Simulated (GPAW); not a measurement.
# MnS (F-43m) in GPAW: further runs

The runs below take MnS through band structure, equation of state, with vdW-DF-cx, r2SCAN.

All numbers are computed with GPAW 26.7.0; they aren't measurements. Logs are shortened: lines on timing, memory, paths and dates and some standing lists are left out, and cuts for length are marked. The log counts tension as positive stress, the text compression.

### Step 1. The crystal as given

The structure is cubic, space group F-43m (No. 216). The conventional cell has a = 4.947 Å, b = 4.947 Å, c = 4.947 Å, α = 90.00°, β = 90.00°, γ = 90.00°. Mn (site symmetry -43m) has 4 S at 2.14 Å as nearest neighbours. Around S (site symmetry -43m) lie 4 Mn at 2.14 Å.

The cell is a database's computed one.

### Step 2. Band structure, vdW-DF-cx, collinear spin, ferromagnetic start

run.py reads:

```python
from ase.dft.bandgap import bandgap
from ase.io import read, write
from gpaw import GPAW, PW

atoms = read('MnS.xyz')
atoms.set_initial_magnetic_moments([4.0, 0.0])

calc = GPAW(mode=PW(600),
            xc={'name': 'vdW-DF-cx', 'backend': 'libvdwxc'},
            kpts={'size': (8, 8, 8), 'gamma': True},
            occupations={'name': 'fermi-dirac', 'width': 0.05},
            nbands=21,
            convergence={'density': 1e-05, 'energy': 1e-05},
            maxiter=150,
            txt='gpaw.txt')
atoms.calc = calc
energy = atoms.get_potential_energy()
forces = atoms.get_forces()
calc.write('gs.gpw')
write('result.traj', atoms)
print(f'Energy: {energy:.6f} eV')
print('Forces (eV/A):')
print(forces.round(4))
print('Moments:', calc.get_magnetic_moments().round(3))
print('Fermi level:', round(calc.get_fermi_level(), 4), 'eV')
print(f'Gap: {bandgap(calc)[0]:.4f} eV, direct: {bandgap(calc, direct=True)[0]:.4f} eV')

path = atoms.cell.bandpath('GXWKGLUWLK,UX', npoints=80, eps=1e-4)
bs_calc = calc.fixed_density(kpts=path, symmetry='off', nbands=32,
                             convergence={'bands': 'CBM+6.0', 'eigenstates': 1e-6}, txt='bands.txt')
bs = bs_calc.band_structure()
bs.write('bs.json')
print(f'Gap on the path: {bandgap(bs_calc)[0]:.4f} eV')
```

MnS.xyz reads:

```xyz
2
Lattice="0.0000000000 2.4734634191 2.4734634191 2.4734634191 0.0000000000 2.4734634191 2.4734634191 2.4734634191 0.0000000000" Properties=species:S:1:pos:R:3 pbc="T T T"
Mn     0.0000000000      0.0000000000      0.0000000000
S      3.7101951286      3.7101951286      3.7101951286
```

Potentials or basis: GPAW PAW data sets (gpaw-data 1.2.1), pw.

Started as:

```
> OMP_NUM_THREADS=1 python run.py
```

gpaw.txt:

```text
__  _  _
 | _ |_)|_||  |
 |__||  | ||/\| - 26.7.0

Input parameters:
  mode=PW(ecut=600.0),
  convergence={'density': 1e-05, 'energy': 1e-05},
  kpts=MonkhorstPack(size=(8, 8, 8), gamma=True),
  maxiter=150,
  nbands=21,
  occupations=Occupations(name='fermi-dirac', width=0.05),
  xc=XC(name='vdW-DF-cx', backend='libvdwxc')

Diagonalizing LCAO Hamiltonian
Converting LCAO to pw mode

                   S

       Mn

Atoms  # Å, Bohr magnetons
|   | symbol |        x |        y |        z |    initial magnetic moments |
|---|--------|----------|----------|----------|-----------------------------|
| 0 |     Mn | 0.000000 | 0.000000 | 0.000000 | ( 0.0000,  0.0000,  4.0000) |
| 1 |      S | 3.710195 | 3.710195 | 3.710195 | ( 0.0000,  0.0000,  0.0000) |

Unit cell  # Å
| periodic |        x |        y |        z |  lengths |    angles |
|----------|----------|----------|----------|----------|-----------|
|      yes | 0.000000 | 2.473463 | 2.473463 | 3.498006 | 60.000000 |
|      yes | 2.473463 | 0.000000 | 2.473463 | 3.498006 | 60.000000 |
|      yes | 2.473463 | 2.473463 | 0.000000 | 3.498006 | 60.000000 |

Number of symmetries: 24
Symmetry operations  # r_c * U_cc + t_c -> r_c
|    | kind |            matrix            |
|----|------|------------------------------|
|  0 |  E   |  1, 0, 0,  0, 1, 0,  0, 0, 1 |
|  1 |  σ   |  1, 0, 0,  0, 0, 1,  0, 1, 0 |
|  2 |  σ   |  1, 0,-1,  0, 1,-1,  0, 0,-1 |
|  3 |  C3  |  1, 0,-1,  0, 0,-1,  0, 1,-1 |
|  4 |  C3  |  1,-1, 0,  0,-1, 1,  0,-1, 0 |
|  5 |  σ   |  1,-1, 0,  0,-1, 0,  0,-1, 1 |
|  6 |  σ   |  0, 1, 0,  1, 0, 0,  0, 0, 1 |
|  7 |  C3  |  0, 1, 0,  0, 0, 1,  1, 0, 0 |
|  8 |  C2  |  0, 1,-1,  1, 0,-1,  0, 0,-1 |
|  9 |  S4  |  0, 1,-1,  0, 0,-1,  1, 0,-1 |
| 10 |  C3  |  0, 0, 1,  1, 0, 0,  0, 1, 0 |
| 11 |  σ   |  0, 0, 1,  0, 1, 0,  1, 0, 0 |
| 12 |  S4  |  0, 0,-1,  1, 0,-1,  0, 1,-1 |
| 13 |  C3  |  0, 0,-1,  0, 1,-1,  1, 0,-1 |
| 14 |  S4  |  0,-1, 1,  1,-1, 0,  0,-1, 0 |
| 15 |  C2  |  0,-1, 1,  0,-1, 0,  1,-1, 0 |
| 16 |  C3  |  0,-1, 0,  1,-1, 0,  0,-1, 1 |
| 17 |  S4  |  0,-1, 0,  0,-1, 1,  1,-1, 0 |
| 18 |  S4  | -1, 1, 0, -1, 0, 1, -1, 0, 0 |
| 19 |  C3  | -1, 1, 0, -1, 0, 0, -1, 0, 1 |
| 20 |  C3  | -1, 0, 1, -1, 1, 0, -1, 0, 0 |
| 21 |  S4  | -1, 0, 1, -1, 0, 0, -1, 1, 0 |
| 22 |  σ   | -1, 0, 0, -1, 1, 0, -1, 0, 1 |
| 23 |  C2  | -1, 0, 0, -1, 0, 1, -1, 1, 0 |

BZ-sampling:
  Number of BZ points: 512
  Number of IBZ points: 29

  Monkhorst-Pack size: [8, 8, 8]
  Monkhorst-Pack shift: [0.0625, 0.0625, 0.0625]

K-points  # in reciprocal-cell coordinates
|     |                                coordinates |     weight |
|-----|--------------------------------------------|------------|
|   0 | (  0.00000000,   0.00000000,   0.00000000) | 0.00195312 |
|   1 | (  0.12500000,   0.12500000,   0.00000000) | 0.01171875 |
|   2 | (  0.12500000,   0.12500000,   0.12500000) | 0.01562500 |
|   3 | (  0.25000000,   0.12500000,   0.12500000) | 0.02343750 |
|   4 | (  0.25000000,   0.25000000,   0.00000000) | 0.01171875 |
|   5 | (  0.25000000,   0.25000000,   0.12500000) | 0.04687500 |
|   6 | (  0.25000000,   0.25000000,   0.25000000) | 0.01562500 |
|   7 | (  0.37500000,   0.25000000,  -0.37500000) | 0.04687500 |
|   8 | (  0.37500000,   0.25000000,   0.12500000) | 0.04687500 |
|   9 | (  0.37500000,   0.25000000,   0.25000000) | 0.04687500 |
| ... |                                            |            |
|  28 | (  0.50000000,   0.50000000,   0.50000000) | 0.00781250 |

Plane wave coefficients: 1036
Cutoff: 600.0 eV

Spin-components: 2 (collinear spins)
Bands:           21
Projectors:      11
Spin-degeneracy: 1
Datatype:        complex128

Parallelization:
  kpt:    1
  domain: 1
  band:   1

Density:
  Valence electrons: 21.0
  Components: 2
  Grid points: [20 20 20]
  Charge: 0.0  # |e|

Potential:
  Grid points: [20 20 20]

species:
  Mn:
    name:    Manganese
    Z:       25.0
    valence: 15
    core:    10
    charge:  0.0  # [|e|]
    compensation charges:
      type: gauss
      rc: 0.38  # [Å]
      lmax: 2
    cutoffs:
      filter: 2.14  # [Å]
      core: 0.86  # [Å]
    projectors
    | kind |    occ | energy [eV] | rcut [Å] |
    |------|--------|-------------|----------|
    |   3s |  2.000 |     -85.859 |    1.275 |
    |   4s |  2.000 |      -5.106 |    1.275 |
    |   3p |  6.000 |     -54.597 |    1.281 |
    |   4p |  0.000 |      -1.371 |    1.281 |
    |   3d |  5.000 |      -6.771 |    1.138 |
    |    d |        |      20.441 |    1.138 |

    Using partial waves for Mn as LCAO basis

  S:
    name:    Sulfur
    Z:       16.0
    valence: 6
    core:    10
    charge:  0.0  # [|e|]
    compensation charges:
      type: gauss
      rc: 0.24  # [Å]
      lmax: 2
    cutoffs:
      filter: 1.77  # [Å]
      core: 1.66  # [Å]
    projectors
    | kind |    occ | energy [eV] | rcut [Å] |
    |------|--------|-------------|----------|
    |   3s |  2.000 |     -17.254 |    0.974 |
    |   3p |  4.000 |      -7.008 |    0.979 |
    |    s |        |       9.957 |    0.974 |
    |    p |        |      20.203 |    0.979 |
    |    d |        |       0.000 |    0.900 |

    Using partial waves for S as LCAO basis

Reference energy: -42371.707970  # eV

eigensolver:
  PPCG
  Converge bands: occupied
  niter=2

density mixing:
  MSR1-Mixer
  Pratt-step length: 0.05
  Maximum mixing coefficient: 0.75
  Old densities: 10
  SVD Regularization: 0.005
  Good broyden scale: 1.0
  Trust region scale: 1.0
  Backstep threshold: 4.0
  History deletion threshold: 6.0
  Fourier metric: weight=20.0, sigma=0.015

occupation numbers:
  Fermi-Dirac:
    width: 0.0500  # eV

poisson solver:
  ecut: 4800.0  # eV

xc functional:
  name: vdW-DF-cx with libvdwxc
  Mode: serial
  Semilocal: GGA_X_LV_RPW86+LDA_C_PW with 2 nearest neighbor stencil
  Local blocksize: 40 x 40 x 40
  PAW datasets: PBE

convergence criteria:
- Maximum integral of absolute [dens]ity change: 1e-05 electrons / valence electron
- Maximum [total energy] change in last 3 cyles: 1e-05 eV / valence electron
- Maximum integral of absolute [eigenst]ate change: 4e-08 eV^2 / valence electron
maximum number of iterations: 150

SCF iterations
|iter     | |      energy | eigst |  dens |  magmom |
|---------|-|-------------|-------|-------|---------|
|iter:   1| |   12.394106 | +0.28 |       |  +4.0039|
|iter:   2| |   12.414242 | -1.80 | -1.04 |  +3.9624|
|iter:   3| |   12.252323 | -1.99 | -1.07 |  +3.3833|
|iter:   4| |   12.247856 | -2.40 | -1.22 |  +2.8746|
|iter:   5| |   12.174504 | -3.39 | -1.61 |  +2.4591|
|iter:   6| |   12.084829 | -2.80 | -1.56 |  +1.7240|
|iter:   7| |   11.940123 | -2.88 | -1.63 |  +0.5913|
|iter:   8| |   12.201200 | -1.75 | -1.59 |  -2.7224|
|iter:   9| |   11.905103 | -1.99 | -1.22 |  -0.4799|
|iter:  10| |   11.897845 | -3.23 | -1.78 |  +0.0439|
|iter:  11| |   11.897021 | -3.91 | -2.05 |  +0.3654|
|iter:  12| |   11.903207 | -3.42 | -2.12 |  -0.0647|
|iter:  13| |   11.898385 | -4.08 | -2.39 |  +0.1778|
|iter:  14| |   11.897455 | -4.53 | -2.56 |  +0.3244|
|iter:  15| |   11.899029 | -4.21 | -2.45 |  +0.1547|
|iter:  16| |   11.897375 | -4.80 | -2.81 |  +0.2639|
|iter:  17| |   11.897597 | -5.97 | -3.41 |  +0.2362|
|iter:  18| |   11.897460 | -6.75 | -3.56 |  +0.2466|
|iter:  19| |   11.897423c| -7.34 | -3.97 |  +0.2487|
|iter:  20| |   11.897358c| -7.22 | -4.11 |  +0.2544|
|iter:  21| |   11.897377c| -8.17c| -4.65 |  +0.2526|
|iter:  22| |   11.897369c| -7.72c| -5.03c|  +0.2534|

Converged in 22 steps
Energy contributions relative to reference atoms: (reference = -42371.707970)

Energy contributions:
  Kinetic:           8.235245
  Coulomb:          -6.702030
  Zero:              0.192493
  External:          0.000000
  Xc:               10.180599
  Entropy:          -0.017878
  Spinorbit:         0.000000
  ----------------------------
  Free energy:      11.888430
  Extrapolated:     11.897369

dipole moment: (-7.687125, -7.687125, -7.687125)  # |e|*Ang

Total magnetic moment: (0.000000, 0.000000, 0.253353)

Local magnetic moments
|        x |        y |         z |
|----------|----------|-----------|
| 0.000000 | 0.000000 |  0.237566 |  # Mn   0
| 0.000000 | 0.000000 | -0.003698 |  # S    1

Fermi level: 7.791
Eigenvalues  # (at kpt = [0.000, 0.000, 0.000])
| band index |      eig [eV] | occ [0-1] |      eig [eV] | occ [0-1] |
|------------|---------------|-----------|---------------|-----------|
|          0 |       -70.904 |     1.000 |       -70.664 |     1.000 |
|        ... |               |           |               |           |
|          2 |       -39.904 |     1.000 |       -39.669 |     1.000 |
|          3 |       -39.904 |     1.000 |       -39.669 |     1.000 |
|          4 |        -7.431 |     1.000 |        -7.418 |     1.000 |
|          5 |         3.087 |     1.000 |         3.150 |     1.000 |
|          6 |         3.087 |     1.000 |         3.150 |     1.000 |
|          7 |         3.087 |     1.000 |         3.150 |     1.000 |
|          8 |         6.878 |     1.000 |         7.143 |     1.000 |
|          9 |         6.878 |     1.000 |         7.143 |     1.000 |
|         10 |        11.507 |     0.000 |        11.572 |     0.000 |
|         11 |        11.507 |     0.000 |        11.607 |     0.000 |
|         12 |        11.507 |     0.000 |        11.607 |     0.000 |
|         13 |        11.540 |     0.000 |        11.607 |     0.000 |
|         14 |        15.601 |     0.000 |        15.658 |     0.000 |
|         15 |        15.601 |     0.000 |        15.658 |     0.000 |
|         16 |        15.601 |     0.000 |        15.658 |     0.000 |
|         17 |        21.008 |     0.000 |        21.081 |     0.000 |
|        ... |               |           |               |           |
|         20 |        23.986 |     0.000 |        24.030 |     0.000 |

No gap
No difference between direct/indirect transitions

Forces  # eV/Ang
|       x |       y |        z |
|---------|---------|----------|
| 0.00000 | 0.00000 |  0.00000 |  # Mn   0
| 0.00000 | 0.00000 | -0.00000 |  # S    1

# Writing to gs.gpw (mode='')
```

Run time: 54 s. Hardware: 1 thread of Intel Xeon at 2.80GHz (Skylake/Cascade Lake), shared host; peak memory 0.3 GiB.

Results:

```
Free energy             : 11.8884 eV
Band gap along the path : none (metal or under the smearing width)
Net moment              : 0.25 μB per cell
Site moments            : Mn +0.24; S -0.00 μB
```

Levels at the corners of the path, in eV from the Fermi level:
Spin up:
| point | band 9 | band 10 | band 11 | band 12 | band 13 | band 14 |
| --- | --- | --- | --- | --- | --- | --- |
| Γ | -0.91 | -0.91 | 3.72 | 3.72 | 3.72 | 3.75 |
| X | -1.78 | -0.28 | -0.25 | 0.21 | 0.21 | 5.55 |
| W | -1.87 | -1.03 | -0.24 | 0.46 | 1.26 | 7.08 |
| K | -1.76 | -0.67 | -0.40 | 0.71 | 0.99 | 6.03 |
| Γ | -0.91 | -0.91 | 3.72 | 3.72 | 3.72 | 3.75 |
| L | -0.64 | -0.64 | -0.37 | 1.91 | 1.91 | 5.45 |
| U | -1.76 | -0.67 | -0.40 | 0.71 | 0.99 | 6.03 |
| W | -1.87 | -1.03 | -0.24 | 0.46 | 1.26 | 7.08 |
| L | -0.64 | -0.64 | -0.37 | 1.91 | 1.91 | 5.45 |
| K | -1.76 | -0.67 | -0.40 | 0.71 | 0.99 | 6.03 |
| U | -1.76 | -0.67 | -0.40 | 0.71 | 0.99 | 6.03 |
| X | -1.78 | -0.28 | -0.25 | 0.21 | 0.21 | 5.55 |
Spin down:
| point | band 8 | band 9 | band 10 | band 11 | band 12 | band 13 |
| --- | --- | --- | --- | --- | --- | --- |
| Γ | -4.64 | -0.65 | -0.65 | 3.78 | 3.82 | 3.82 |
| X | -4.02 | -1.68 | -0.06 | 0.04 | 0.35 | 0.35 |
| W | -4.17 | -1.75 | -0.86 | 0.03 | 0.61 | 1.48 |
| K | -4.09 | -1.63 | -0.45 | -0.22 | 0.91 | 1.17 |
| Γ | -4.64 | -0.65 | -0.65 | 3.78 | 3.82 | 3.82 |
| L | -4.36 | -0.39 | -0.39 | -0.22 | 2.02 | 2.02 |
| U | -4.09 | -1.63 | -0.45 | -0.22 | 0.91 | 1.17 |
| W | -4.17 | -1.75 | -0.86 | 0.03 | 0.61 | 1.48 |
| L | -4.36 | -0.39 | -0.39 | -0.22 | 2.02 | 2.02 |
| K | -4.09 | -1.63 | -0.45 | -0.22 | 0.91 | 1.17 |
| U | -4.09 | -1.63 | -0.45 | -0.22 | 0.91 | 1.17 |
| X | -4.02 | -1.68 | -0.06 | 0.04 | 0.35 | 0.35 |

Caveat: the PAW data sets were made with another functional, which shifts forces and pressure a little; the moment fell far below its start of 4 μB, so a state of higher moment may lie lower in energy; semilocal functionals often make such compounds metallic where correlation or magnetic order opens a gap, which also shifts bond lengths.

[end of part 1 of 2]
